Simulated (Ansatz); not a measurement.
Input and output of a one-shot G0W0 calculation on MgTe from a database of computed structures (the PAW code Ansatz, G0W0@PBE with 254 empty bands, a screening cutoff of 140 eV and a 4×4×4 mesh). The geometry is the r2SCAN minimum.

```yaml
crystal:
  lattice:
    - [0.0, 3.2331198836, 3.2331198836]
    - [3.2331198836, 0.0, 3.2331198836]
    - [3.2331198836, 3.2331198836, 0.0]
  atoms:
    - { symbol: Mg, position: [0.0, 0.0, 0.0] }
    - { symbol: Te, position: [0.75, 0.75, 0.75] }
kpoints:
  mp_grid: { grid: [4, 4, 4] }
hamiltonian:
  xc: pbe
scf:
  occupations: { method: fixed }
gw:
  n_empty_bands: 254
  ecut_chi: 140
  qp_bands: [v2, c2]
  qp_kpoints: band_edges
  screening: { model: godby_needs }
```

In the abridged output below, numbers in square brackets stand for lines, or ends of lines, that were taken out.
```
Functional definition: PBE
Crystal: 2 atoms, lattice volume = 67.592 Å³
Basis set: ecut = 420 eV, 1363 PW (Γ)
Bands: 17, of which v1, the nominal top of the filled ones, is band 13 counted from 1 (12 counted from 0)
[1]
preconditioner: auto → none  [insulator: Δε(μ)=2.404 eV  ℏωp=12.8 eV]
SCF 1 converged in 6 iterations: F = -8905.492300 eV  dr2 = 5.84e-10
Free energy (F): -8905.492300 eV
Fermi energy:    4.305543 eV
--- Per-component energies (eV) ---
  E_band       = -668.001289
  E_kinetic    = 256.456754
  E_local      = -3312.397623
  E_nonlocal   = -214.107192
  E_hartree    = 1576.749892
  E_xc         = -153.253415
  E_vxc        = -141.529549
  E_paw        = -4955.825810
  E_vpaw       = -409.922256
  E_ewald      = -2103.114734
--- G₀W₀: ω_p = 23.0301 eV, 64 q-points, 254 empty bands' worth ---
    ik  band        ε_KS         Σx   Σc(E_QP)       V_xc       Z   E_QP_lin       E_QP  E_QP is
     0    12      4.3055   -15.7872     1.3477   -13.4631  0.7863     3.3212     3.3292  root
     0    13      4.3055   -15.7872     1.3477   -13.4631  0.7863     3.3212     3.3292  root
     0    14      6.7166    -6.8074    -3.5917   -10.6686  0.8077     6.9866     6.9860  root
     0    15      9.7665    -5.1775    -4.0094    -9.4813  0.7942    10.0618    10.0609  root
     1    12      4.0804   -15.6491     1.4076   -13.2450  0.7850     3.0754     3.0839  root
     1    13      4.0804   -15.6491     1.4076   -13.2450  0.7850     3.0754     3.0839  root
     1    14      7.7490    -6.3909    -3.7012   -10.3713  0.8030     8.0289     8.0283  root
     1    15     10.0975    -4.9463    -4.0795    -9.3104  0.7936    10.3830    10.3822  root
     2    12      3.8899   -15.5972     1.4779   -13.1020  0.7836     2.8635     2.8726  root
     2    13      3.8899   -15.5972     1.4779   -13.1020  0.7836     2.8635     2.8726  root
     2    14      7.5167    -5.9706    -3.6329    -9.8614  0.8045     7.7751     7.7745  root
     2    15      9.8290    -4.5170    -3.9561    -8.7106  0.7979    10.0671    10.0665  root
     3    12      3.6346   -15.2644     1.5331   -12.6914  0.7828     2.5850     2.5947  root
     3    13      3.6346   -15.2644     1.5331   -12.6914  0.7828     2.5850     2.5947  root
     3    14      8.2827    -4.6335    -3.6586    -8.4094  0.8049     8.4001     8.3999  root
     3    15      8.4860    -6.3040    -3.7883   -10.3906  0.7993  [2]
     4    12      2.8419   -14.6186     1.7297   -11.7946  0.7788     1.7361     1.7477  root
     4    13      3.4688   -15.2502     1.5989   -12.5935  0.7815  [3]
     4    14      8.0025    -4.7115    -3.6134    -8.4621  0.8059     8.1399     8.1397  root
     4    15      9.5715    -5.9916    -3.9348   -10.1926  0.7960     9.8385     9.8378  root
     5    12      2.7641   -14.5626     1.7676   -11.6894  0.7782     1.6466     1.6586  root
     5    13      3.8661   -15.5249     1.4658   -13.0433  0.7837     2.8413     2.8503  root
     5    14      8.6132    -5.4774    -3.8419    -9.5858  0.8004     8.8804     8.8798  root
     5    15     10.0241    -5.3868    -4.0509    -9.6218  0.7952    10.2085    10.2082  root
     6    12      3.1322   -15.1006     1.7235   -12.2834  0.7792  [4]
     6    13      3.1322   -15.1006     1.7235   -12.2834  0.7792     2.0271     2.0386  root
     6    14      7.1532    -3.9884    -3.3991    -7.4085  0.8117     7.1741     7.1741  root
     6    15      7.8415    -5.2959    -3.5517    -9.0474  0.8049     8.0416     8.0413  root
```

The points are ik 0 = (0, 0, 0) (Γ), ik 1 = (0, 0, 1/4), ik 2 = (0, 0, -1/2), ik 3 = (0, 1/4, 1/4), ik 4 = (0, 1/4, -1/2), ik 5 = (0, 1/4, -1/4), ik 6 = (0, -1/2, -1/2); band 13 is the last filled one.

Question: What stood in the gaps? They hold quasiparticle rows, the symmetry found.

Answer:
```
[1]
Symmetry: 24 space group operations
Space group: F-43m (ITA 216)
[2]
     3    15      8.4860    -6.3040    -3.7883   -10.3906  0.7993     8.7851     8.7843  root
[3]
     4    13      3.4688   -15.2502     1.5989   -12.5935  0.7815     2.4007     2.4110  root
[4]
     6    12      3.1322   -15.1006     1.7235   -12.2834  0.7792     2.0271     2.0386  root
```
Only the leading digits can be foreseen; the rest is this run's record.

G0W0 moves the gap on the mesh from 2.41 eV (PBE) to 3.66 eV (direct at Γ). Renormalisation factors Z lie between 0.78 and 0.81. No extrapolation in bands, cutoff or mesh was made for G0W0.

Command: `ansatz run input.yaml --threads 4 --pin off --max-ram 5529MiB --backend cpu --events-out ev --progress --plain --runs-dir out`.

Question: What wall time did it need on 4 threads of Arm Neoverse V1, on a shared host, and what peak of host memory did it reach?

Answer: About 40 s, with a peak of 1 GiB.

Calculated for a static, non-magnetic cell.

Spin-orbit coupling is left out, which matters wherever the heavy atoms make up the band edges.
